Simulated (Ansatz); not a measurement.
## CaO (zincblende): gap against strain (xy shear, engineering strain (angle))

CaO (zincblende), relaxed with r2SCAN in the plane-wave code Ansatz, then strained (xy shear, engineering strain (angle); angles, axes as in the cell below) with the atoms relaxed again within the symmetry that is left. Space group F-43m (No. 216), cubic; a = 5.213 Å in the conventional setting, 17.71 Å³ an atom. Ca has 4 O at 2.26 Å; O has 4 Ca at 2.26 Å. No spin polarisation. The prototype was imposed, so other structures may be more stable.

```
Ca O
1.0
     0.00000    2.60673    2.60673
     2.60673    0.00000    2.60673
     2.60673    2.60673    0.00000
Ca O
1 1
Direct
  0.00000 0.00000 0.00000
  0.25000 0.25000 0.25000
```

Gaps are the least over each mesh (PBE 8×8×8, r2SCAN 8×8×8, HSE06 6×6×6 when unstrained) and the special points, which keep their unstrained names; stress is the change from the unstrained cell, compression positive.

```tsv
strain (%)	gap, PBE (eV)	gap, r2SCAN (eV)	gap, HSE06 (eV)	edges, HSE06	xy stress, r2SCAN (GPa)	energy rise, r2SCAN (meV/atom)
-2.87	3.302	3.726	4.692	X → Γ	+1.10	1.7
0.0	3.333	3.759	4.728	X → Γ	0.00	0.0
+3.36	3.296	3.720	4.685	X → Γ	-1.28	2.4
+5.38	3.268	3.692	4.654	X → Γ	-2.07	6.1
+5.76	3.262	3.687	4.648	X → Γ	-2.22	7.0
```

Q: Estimate the row for a strain of +5.67 %.

A:
```tsv
strain (%)	gap, PBE (eV)	gap, r2SCAN (eV)	gap, HSE06 (eV)	edges, HSE06	xy stress, r2SCAN (GPa)	energy rise, r2SCAN (meV/atom)
+5.67	3.263	3.688	4.650	X → Γ	-2.18	6.8
```

With r2SCAN the edges change from X → Γ (indirect) to W → Γ (indirect) between -2.87 and 0.0 %. With r2SCAN the edges change from W → Γ (indirect) to X → Γ (indirect) between 0.0 and +3.36 %. With PBE the edges change from X → Γ (indirect) to W → Γ (indirect) between -2.87 and 0.0 %. With PBE the edges change from W → Γ (indirect) to X → Γ (indirect) between 0.0 and +3.36 %.

The meshes of the hybrids are coarse, so their gaps aren't converged to the digits shown.
